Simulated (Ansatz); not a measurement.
AlP (F-43m) under pressure

```
CELL_PARAMETERS angstrom
2.73922 2.73922 0.00000
-2.73922 2.73922 0.00000
0.00000 2.73922 2.73922
ATOMIC_POSITIONS crystal
Al 0.00000 0.00000 0.00000
P 0.75000 0.25000 0.50000
```

This is the zero-pressure cell under r²SCAN. Cell and atoms are relaxed by PAW (default files of Ansatz 0.2.0, cutoff 500 eV, stress met within about 0.05 GPa) at each pressure, in this structure whether or not another phase would take over; P is the pressure reached, less that of this cell. Levels come from r²SCAN, PAW on Ansatz 0.2.0's default frozen-core files (fitted under PBE), scalar-relativistic; k mesh 8×8×8, fixed occupations, cutoff 500 eV. Conduction levels are in eV over the valence top (at Γ), at fixed fractional wave vectors. Zone-centre phonons come from finite displacements by PAW, without the LO-TO term.

| P (GPa) | V/V₀ | X | L | Γ | T2 TO (cm⁻¹) |
| --- | --- | --- | --- | --- | --- |
| -1.99 | 1.0233 | 1.967 | 3.189 | 3.698 | 427.3 |
| 0.00 | 1.0000 | 1.927 | 3.282 | 3.909 | 439.5 |
| 2.00 | 0.9791 | 1.888 | 3.368 | 4.103 | 451.0 |
| 4.03 | ? | ? | ? | ? | ? |
| 6.99 | 0.9349 | 1.796 | 3.554 | 4.534 | 476.7 |
| 9.99 | 0.9124 | 1.745 | 3.651 | 4.763 | 490.7 |
| 14.99 | 0.8799 | 1.662 | 3.795 | 5.108 | 512.1 |

Task: Fit the third-order Birch-Murnaghan equation to the rows shown.

Result: With f = [(V₀/V)^(2/3) − 1]/2, the normalised pressure F = P/[3f(1 + 2f)^(5/2)] is 90.3 GPa at f = -0.0076, 90.8 GPa at f = 0.0071, 90.7 GPa at f = 0.0230, 90.7 GPa at f = 0.0315, 90.7 GPa at f = 0.0445. The line F = B₀[1 + (3/2)(B′ − 4)f] gives B₀ = 90.6 GPa and B′ = 4.0.

Task: What are the volume deformation potentials and pressure coefficients of these levels at zero pressure?

Result: 

```csv
level,dE/dlnV (eV),dE/dP = −(dE/dlnV)/B₀ (meV/GPa),mean slope up to 2.0 GPa (meV/GPa)
X,1.79,-19.8,-19.4
L,-4.05,44.7,42.7
Γ,-9.17,101.2,97.2
```

dE/dlnV is the slope of a cubic fit in ln V at V₀. The last column is read from two rows and shows how the slope bends with pressure.

Task: What mode Grüneisen parameters follow?

Result: γ = −d ln ω/d ln V at V₀ from a quadratic fit in ln V: T2 1.22.

Task: What belongs in the row at 4.03 GPa?

Result: The fits give V/V₀ = 0.9599 and X = 1.850 eV. Computed: V/V₀ = 0.9599, X = 1.850, L = 3.448, Γ = 4.286, T2 TO (cm⁻¹) = 461.8.

Keep in mind: no other phase was computed; many crystals of this kind change structure within this range, and rows or crossings beyond such a change describe a metastable lattice; frozen-core PAW files fitted under PBE, their cores solved anew for the functional of the run; semilocal gaps are low, and the spacing of valleys can be off by tenths of an eV; levels are read at fixed fractional k, so an edge that moves off these points is missed.
